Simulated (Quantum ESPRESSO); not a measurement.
# Ag (Fm-3m) in Quantum ESPRESSO: single point with PBEsol+rVV10+U

Aim: the single point of Ag with PBEsol+rVV10+U.

Everything below comes from runs of Quantum ESPRESSO 7.5. Logs are shortened: lines on timing, memory, paths and dates and some standing lists are left out, and cuts for length are marked.

### 1 The structure

It takes space group Fm-3m (No. 225, cubic). The conventional cell has a = 4.085 Å, b = 4.085 Å, c = 4.085 Å, α = 90.00°, β = 90.00°, γ = 90.00°. Ag (site symmetry m-3m) has 12 Ag at 2.89 Å as nearest neighbours.

### 2 Single point, PBEsol+rVV10+U

pw.in reads:

```
&CONTROL
  calculation = 'scf'
  prefix = 'pwscf'
  outdir = './tmp'
  pseudo_dir = './pseudo'
  tprnfor = .true.
  tstress = .true.
  disk_io = 'nowf'
/
&SYSTEM
  ibrav = 0
  nat = 1
  ntyp = 1
  ecutwfc = 45
  ecutrho = 360
  nbnd = 19
  input_dft = 'sla+pw+psx+psc+vv10'
  occupations = 'smearing'
  smearing = 'mv'
  degauss = 0.00367493
  starting_ns_eigenvalue(1,1,1) = 1
  starting_ns_eigenvalue(2,1,1) = 1
  starting_ns_eigenvalue(3,1,1) = 1
  starting_ns_eigenvalue(4,1,1) = 1
  starting_ns_eigenvalue(5,1,1) = 1
  nosym = .true.
/
&ELECTRONS
  conv_thr = 2d-10
  electron_maxstep = 120
  mixing_beta = 0.3
/
ATOMIC_SPECIES
Ag   107.8682 ag_pbesol_v1.4.uspp.F.UPF
CELL_PARAMETERS angstrom
   0.0000000000    2.0427500000    2.0427500000
   2.0427500000    0.0000000000    2.0427500000
   2.0427500000    2.0427500000    0.0000000000
ATOMIC_POSITIONS angstrom
Ag     0.0000000000    0.0000000000    0.0000000000
K_POINTS automatic
11 11 11 0 0 0
HUBBARD {ortho-atomic}
U Ag-4d 5.3
```

Potentials or basis: GBRV 1.5 PBEsol.

Run with:

```bash
OMP_NUM_THREADS=1 pw.x -in pw.in > pw.out
```

pw.out:

```text
This program is part of the open-source Quantum ESPRESSO suite
     for quantum simulation of materials; please cite
         "P. Giannozzi et al., J. Phys.:Condens. Matter 21 395502 (2009);
         "P. Giannozzi et al., J. Phys.:Condens. Matter 29 465901 (2017);
         "P. Giannozzi et al., J. Chem. Phys. 152 154105 (2020);
     in publications or presentations arising from this work. More details at

     IMPORTANT: XC functional enforced from input :
     Exchange-correlation= SLA+PW+PSX+PSC+VV10
                           (   1   4  10   8  26   0   0)
     Any further DFT definition will be discarded
     Please, verify this is what you really want

     G-vector sticks info
     --------------------
     sticks:   dense  smooth     PW     G-vecs:    dense   smooth      PW
     Sum         745     367    121                13323     4645     941

     Using Slab Decomposition

     bravais-lattice index     =            0
     lattice parameter (alat)  =       5.4592  a.u.
     unit-cell volume          =     115.0462 (a.u.)^3
     number of atoms/cell      =            1
     number of atomic types    =            1
     number of electrons       =        19.00
     number of Kohn-Sham states=           19
     kinetic-energy cutoff     =      45.0000  Ry
     charge density cutoff     =     360.0000  Ry
     scf convergence threshold =      2.0E-10
     mixing beta               =       0.3000
     number of iterations used =            8  plain     mixing
     Exchange-correlation= SLA+PW+PSX+PSC+VV10
                           (   1   4  10   8  26   0   0)
     Hubbard projectors: ortho-atomic
     Hubbard parameters of DFT+U (Dudarev formulation) in eV:
     U(Ag-4d) =  5.3000

     Internal variables: lda_plus_u =T, lda_plus_u_kind = 0

     Internal variables: orbital_resolved =F, hub_pot_fix =F, apply_U = F

     celldm(1)=   5.459201  celldm(2)=   0.000000  celldm(3)=   0.000000
     celldm(4)=   0.000000  celldm(5)=   0.000000  celldm(6)=   0.000000

     crystal axes: (cart. coord. in units of alat)
               a(1) = (   0.000000   0.707107   0.707107 )
               a(2) = (   0.707107   0.000000   0.707107 )
               a(3) = (   0.707107   0.707107   0.000000 )

     reciprocal axes: (cart. coord. in units 2 pi/alat)
               b(1) = ( -0.707107  0.707107  0.707107 )
               b(2) = (  0.707107 -0.707107  0.707107 )
               b(3) = (  0.707107  0.707107 -0.707107 )

     PseudoPot. # 1 for Ag read from file:
     ag_pbesol_v1.4.uspp.F.UPF
     Pseudo is Ultrasoft + core correction, Zval = 19.0
     Generated by new atomic code, or converted to UPF format
     Using radial grid of  887 points,  6 beta functions with:
                l(1) =   0
                l(2) =   0
                l(3) =   1
                l(4) =   1
                l(5) =   2
                l(6) =   2
     Q(r) pseudized with  6 coefficients,  rinner =    1.300   1.300   1.300
                                                       1.300   1.300

     atomic species   valence    mass     pseudopotential
     Ag               19.00   107.86820     Ag( 1.00)

     No symmetry found

   Cartesian axes

     site n.     atom                  positions (alat units)
         1        Ag     tau(   1) = (   0.0000000   0.0000000   0.0000000  )
[... 29 lines left out ...]
     eigenvalues:
       1.000  1.000  1.000  1.000  1.000
     eigenvectors (columns):
       1.000  0.000  0.000  0.000  0.000
       0.000  1.000  0.000  0.000  0.000
       0.000  0.000  1.000  0.000  0.000
       0.000  0.000  0.000  1.000  0.000
       0.000  0.000  0.000  0.000  1.000
     occupation matrix ns (before diag.):
       1.000  0.000  0.000  0.000  0.000
       0.000  1.000  0.000  0.000  0.000
       0.000  0.000  1.000  0.000  0.000
       0.000  0.000  0.000  1.000  0.000
       0.000  0.000  0.000  0.000  1.000

     Number of occupied Hubbard levels =   10.0000

     Atomic wfc used for Hubbard projectors are orthogonalized

     Starting wfcs are   13 randomized atomic wfcs +    6 random wfcs

     Self-consistent Calculation

     iteration #  1     ecut=    45.00 Ry     beta= 0.30
     Davidson diagonalization with overlap
     ethr =  1.00E-02,  avg # of iterations =  5.3

     =================== HUBBARD OCCUPATIONS ===================
     ------------------------ ATOM    1 ------------------------
     Tr[ns(  1)] =   9.42004
     eigenvalues:
       0.934  0.934  0.934  0.954  0.954
     eigenvectors (columns):
       0.000 -0.000  0.000 -0.934  0.359
       0.200  0.928 -0.315 -0.000 -0.000
      -0.677  0.363  0.640 -0.000 -0.000
       0.000 -0.000 -0.000 -0.359 -0.934
       0.708  0.084  0.701  0.000 -0.000
     occupation matrix ns (before diag.):
       0.954  0.000  0.000 -0.000 -0.000
       0.000  0.934 -0.000  0.000 -0.000
       0.000 -0.000  0.934  0.000  0.000
      -0.000  0.000  0.000  0.954  0.000
      -0.000 -0.000  0.000  0.000  0.934

     Number of occupied Hubbard levels =    9.4200

     WARNING!!! Modifying starting ns matrices according to input values

     =================== HUBBARD OCCUPATIONS ===================
     ------------------------ ATOM    1 ------------------------
     Tr[ns(  1)] =  10.00000
     eigenvalues:
       1.000  1.000  1.000  1.000  1.000
     eigenvectors (columns):
      -0.327  0.366  0.727  0.481  0.000
      -0.302  0.810 -0.375 -0.255 -0.218
      -0.704 -0.274  0.192 -0.561  0.279
       0.536  0.248  0.523 -0.615 -0.000
       0.140  0.271 -0.145  0.108  0.935
     occupation matrix ns (before diag.):
       1.000 -0.000 -0.000  0.000  0.000
      -0.000  1.000 -0.000 -0.000 -0.000
      -0.000 -0.000  1.000 -0.000  0.000
       0.000 -0.000 -0.000  1.000 -0.000
[... 56 lines left out ...]
     iteration #  9     ecut=    45.00 Ry     beta= 0.30
     Davidson diagonalization with overlap
     ethr =  5.29E-12,  avg # of iterations =  2.0

     End of self-consistent calculation

     =================== HUBBARD OCCUPATIONS ===================
     ------------------------ ATOM    1 ------------------------
     Tr[ns(  1)] =   9.78145
     eigenvalues:
       0.975  0.975  0.975  0.983  0.983
     eigenvectors (columns):
       0.000  0.000  0.000 -0.877 -0.480
      -0.342  0.643 -0.685  0.000 -0.000
       0.939  0.267 -0.218  0.000  0.000
      -0.000 -0.000  0.000 -0.480  0.877
      -0.043  0.718  0.695  0.000  0.000
     occupation matrix ns (before diag.):
       0.983 -0.000 -0.000 -0.000 -0.000
      -0.000  0.975  0.000 -0.000 -0.000
      -0.000  0.000  0.975  0.000 -0.000
      -0.000 -0.000  0.000  0.983 -0.000
      -0.000 -0.000 -0.000 -0.000  0.975

     Number of occupied Hubbard levels =    9.7814

     Number of k-points >= 100: set verbosity='high' to print the bands.

     the Fermi energy is    17.1072 ev

!    total energy              =    -295.40819287 Ry
     estimated scf accuracy    <          1.2E-11 Ry
     smearing contrib. (-TS)   =      -0.00002702 Ry
     internal energy E=F+TS    =    -295.40816584 Ry

     The total energy is F=E-TS. E is the sum of the following terms:
     one-electron contribution =    -124.46763250 Ry
     hartree contribution      =      72.06636903 Ry
     xc contribution           =     -28.66597367 Ry
     ewald contribution        =    -214.38253174 Ry
     Hubbard energy            =       0.04160303 Ry

     convergence has been achieved in   9 iterations

     Forces acting on atoms (cartesian axes, Ry/au):

     atom    1 type  1   force =     0.00000000    0.00000000    0.00000000

     Total force =     0.000000     Total SCF correction =     0.000001

     Computing stress (Cartesian axis) and pressure

          total   stress  (Ry/bohr**3)                   (kbar)     P=      -32.99
  -0.00022425  -0.00000000  -0.00000000          -32.99       -0.00       -0.00
  -0.00000000  -0.00022425  -0.00000000           -0.00      -32.99       -0.00
  -0.00000000  -0.00000000  -0.00022425           -0.00       -0.00      -32.99

=------------------------------------------------------------------------------=
   JOB DONE.
=------------------------------------------------------------------------------=
```

Wall time 1.9 min (1 thread of Arm Neoverse V1, shared host); peak memory 0.22 GiB.

What came out:

- Free energy: -4019.2332 eV
- Pressure: -3.3 GPa
- Band gap on the k mesh: none (metal or under the smearing width)

Levels at points of the mesh, in eV from the Fermi level:
```
           k point  band 7  band 8  band 9  band 10  band 11  band 12  band 13  band 14
(0.00, 0.00, 0.00)   -6.86   -6.86   -5.82    -5.82    16.26    19.78    19.78    19.78
```

Eigenvalues of the final occupation matrices:
| site | spin | trace | eigenvalues |
| --- | --- | --- | --- |
| Ag 1 4d | each | 4.89 | 0.97 0.97 0.97 0.98 0.98 |

Caveat: rVV10's parameter b was fitted to another functional; U without spin polarisation on a metal has little footing; pairwise dispersion overbinds metals, which lowers pressure and volume; the U is typed as a test and isn't derived for this compound.
